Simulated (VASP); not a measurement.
# Sn: single point with LDA

The system is Sn.

```xyz
1
Lattice="-1.8522 1.8522 1.8522 1.8522 -1.8522 1.8522 1.8522 1.8522 -1.8522" Properties=species:S:1:pos:R:3 pbc="T T T"
Sn    0.0000    0.0000    0.0000
```

This isn't the form of Sn at room conditions, which is tetragonal (white tin).

- Program: VASP 6.6.1
- Task: single point
- Functional: LDA
- Potentials or basis: VASP PAW LDA potentials, release 64 (Sn_d)
- Cutoff: 520 eV
- k mesh: 12 × 12 × 12
- Occupations: fermi-dirac, width 0.1 eV
- Spin: non-collinear spin, zero start, spin-orbit coupling
- Starting moments: [[0.0, 0.0, 0.0]] μB

```json
{
  "Pressure": "0.0 GPa",
  "Net moment": "0.00 μB per cell",
  "Valence electrons inside the program's atomic spheres": "Sn 12.22"
}
```

Moments on the atoms (μB; x, y, z):
```
Sn  0.00 0.00 0.00
```

Run time: 100 s on 1 thread of AMD EPYC 7R43 64-Core Processor (Zen 3) (shared host), peak memory 0.17 GiB.
